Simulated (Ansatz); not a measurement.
# As (diamond): energy against volume

Theory: Ansatz 0.2.0, DFT, revPBE, plane waves (420 eV) with PAW, scalar-relativistic. (PAW data from PBE, frozen cores regenerated.)

The cell is scaled uniformly from the relaxed one, with fractional coordinates and shape fixed. Energies are extrapolated to zero smearing, pressures are those at the given smearing. Magnetic state: spin not included.

A Birch-Murnaghan fit gives V₀ = 29.21 Å³/atom, B₀ = 43 GPa, B₀′ = 3.7.

(1) What are the energy above the minimum and the pressure at 26.945 Å³/atom?

(2) What are the energy above the minimum and the pressure at 30.460 Å³/atom?

(3) What are the energy above the minimum and the pressure at 32.803 Å³/atom?

## Answers

(1) 27.0 meV/atom and 4.01 GPa as computed.

(2) 6.8 meV/atom and -1.72 GPa as computed.

(3) 49.9 meV/atom and -4.05 GPa as computed.
